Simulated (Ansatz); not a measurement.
# Cr (Im-3m) in Ansatz: a series of runs, part 2 of 2

Ansatz 0.2.0. Earlier steps stand in the parts before.

### 4 Elastic constants, LDA, collinear spin, ferromagnetic start

File input.yaml:

```yaml
crystal:
  lattice:
    - [-1.4844496776, 1.4844496776, 1.4844496776]
    - [1.4844496776, -1.4844496776, 1.4844496776]
    - [1.4844496776, 1.4844496776, -1.4844496776]
  atoms:
    - { symbol: Cr, position: [0.0, 0.0, 0.0], spin: 3.0 }
kpoints:
  mp_grid: { grid: [9, 9, 9] }
scf:
  occupations: { method: fermi_dirac, width: 0.05 }
hamiltonian:
  xc: lda
  pseudopotentials: { kind: all_electron, lapw: { basis_error: 0.001 } }
magnetization:
  spin_polarized: true
output:
  forces: true
  stress: true
elastic:
  mode: relaxed_ion
  stencil: two_point
```

Potentials or basis: all-electron LAPW, scalar-relativistic.

The run is started by

```sh
> ansatz run input.yaml --threads 2 --pin off --max-ram 6144MiB --backend cpu --events-out ev --progress --plain --runs-dir out
```

The program printed:

```text
Warning: RAYON_NUM_THREADS=2 ignored (pool sized by the plan → 2); use --threads N
LAPW: plane waves up to 8.834 Å⁻¹, error target 1.0e-3 eV per atom; small_component_spin mean_spin; Cr in spheres of 1.247 Å, 14 of its electrons in bands, Dirac shells [] (how accurate: hamiltonian.pseudopotentials.lapw.basis_error, Limitations)
Engine: ansatz 0.2.0, aarch64-unknown-linux-gnu
Pseudopotentials: kind: all_electron
Pseudopotential: Cr, LAPW, valence charge 14, lapw/all_electron/scalar/gaussian/Cr, Koelling and Harmon's equation, gaussian nucleus
Functional definition: SPW92
  exchange = slater_x
  correlation = pw_c
Crystal: 1 atoms, lattice volume = 13.084 Å³
Basis set: ecut = 297.3431555662708 eV, 141 PW (Γ), exchange–correlation at level 2
Bands: 13, of which v1, the nominal top of the filled ones, is band 7 counted from 1 (6 counted from 0)
Symmetry: 48 space group operations
Space group: Im-3m (ITA 229), of the structure as read, at distance tolerance 2.4e-5 Å
Magnetic group: BNS 229.140 (UNI 1642), of the structure as read, at distance tolerance 2.4e-5 Å
k-points: 35 of 729
Non-local potential: Cr, projectors of the file, none
Initial density: superposition of atomic densities (chi_scale 0.1, normalization cell)
Starting moments: Σ|m| = 3 μB on 1 of 1 site
Initial wavefunctions: plane waves of lowest kinetic energy (no species holds an atomic orbital)
[... 99 lines left out ...]
  k-point 1 ↑: bands = ["-54.2970", "-25.6734", "-25.6212", "-25.5971", "10.0073", "15.9551", "16.0842", "16.4318", "17.6623", "17.8374", "36.7560"]
  k-point 2 ↑: bands = ["-54.2580", "-25.8645", "-25.6824", "-25.5978", "11.2842", "15.5497", "15.8795", "17.2724", "17.5373", "17.8918", "33.2254"]
  k-point 34 ↓: bands = ["-54.0923", "-26.0411", "-26.0275", "-26.0275", "13.3598", "13.3616", "18.6957", "18.6957", "18.8884", "25.2272", "26.9430"]
--- Elastic constants: 2 strain directions × 2 members + reference (group order 48) ---
  dense FFT box of the reference and of every strained cell: 16×16×16
  strains applied: 11, 23; error gains: componentwise 1.00 (the most a stress slope's error grows in a printed constant), spectral 1.73 (1 for all six strains in a standard setting)
  C = ∂σ_k/∂η_j (tension-positive GPa; Voigt order 11 22 33 23 13 12):
       286.721     36.520     36.520      0.000      0.000      0.000
        36.520    286.721     36.520      0.000      0.000      0.000
        36.520     36.520    286.721      0.000      0.000      0.000
         0.000     -0.000      0.000     45.791     -0.000     -0.000
         0.000      0.000     -0.000      0.000     45.791     -0.000
        -0.000      0.000      0.000     -0.000     -0.000     45.791
  reference stress σ⁰ (GPa):     37.989     37.989     37.989     -0.000     -0.000     -0.000
  no Pulay correction (none for the plane-wave cutoff is built on LAPW): the batch's stresses and constants are at fixed plane waves
  C* (energy form; C + prestress term) asymmetry max|C*_kj − C*_jk| = 2.842e-14 GPa — a small one proves nothing (zero by symmetry where the batch's group is 432, −43m or m−3m); a large one is finite-difference/SCF noise where every solve meets its electron count
  moduli (Voigt/Reuss/Hill, GPa): K = 119.92/119.92/119.92   G = 77.51/61.35/69.43   E = 174.60   ν = 0.257
  mechanically stable: yes (min eigenvalue of sym C = 45.79 GPa)
  where every solve meets its electron count the energy-path curvature estimates C_jj along a normal strain and C_jj − ¼(σ⁰_aa + σ⁰_bb) along a shear (ab), closely only under elastic.basis: deformed
  strain η (Voigt 11):  stress-route row diagonal C_11 = 286.72 GPa, energy-path curvature d²(F+E_count)/dδ²/Ω₀ = 286.71 GPa
         δ    σ_11 (GPa)             F (eV)   n_scf  n_hpsi   n_pw
    -2.000e-3      37.4112      -28540.9264993       7   24445    160   relax 0 steps, max|allowed force component| 0.00e0 eV/Å
     2.000e-3      38.5581      -28540.9140901       7   24616    160   relax 0 steps, max|allowed force component| 0.00e0 eV/Å
  strain η (Voigt 23):  stress-route row diagonal C_44 = 45.79 GPa, energy-path curvature d²(F+E_count)/dδ²/Ω₀ = 26.79 GPa
         δ    σ_23 (GPa)             F (eV)   n_scf  n_hpsi   n_pw
    -2.000e-3      -0.0916      -28540.9203372       8   44974    160   relax 0 steps, max|allowed force component| 0.00e0 eV/Å
     2.000e-3       0.0916      -28540.9203372       8   44597    160   relax 0 steps, max|allowed force component| 0.00e0 eV/Å
```

elastic_members.tsv:

```text
[... 13 lines left out ...]
3	2.0000000000e-3	3.7988536516e1	3.7988660976e1	3.7988660976e1	9.1579838768e-2	-4.5598438916e-15	2.2234667357e-15	-2.8540920337e4	-2.8540916402e4	8	44597	160	0	0.0000000000e0	0.0000000000e0	nan	nan	nan	nan	nan	nan	nan	0.0000000000e0
```

It took 23 s on 2 threads of Arm Neoverse V1, shared host; peak memory 0.38 GiB.

Results:

- Free energy: -28540.9203 eV
- Pressure: -38.0 GPa
- Band gap on the k mesh: none (metal or under the smearing width)
- Net moment: 0.00 μB per cell
- Absolute moment: 0.00 μB per cell
- Elastic constants C11, C12, C44: 287, 37, 46 GPa
- Voigt bulk modulus: 120 GPa

Elastic tensor in Voigt notation (GPa, in the Cartesian axes of the cell as first typed):
```
287  37  37   0   0   0
 37 287  37   0   0   0
 37  37 287   0   0   0
  0   0   0  46   0   0
  0   0   0   0  46   0
  0   0   0   0   0  46
```

Caveat: the k mesh is thin for a metal, which can move the energy by tens of meV per atom; a metal's response needs a denser mesh; the cell is more than 3 GPa from zero pressure, which shifts response properties; the starting moments collapsed, and a magnetic state may lie lower; a pressure of tens of GPa on the cell as given is suspect, and the run, the potentials or the cell itself is likely at fault; the program listed the state as in doubt; elastic constants of metals need much finer meshes, so these are rough.
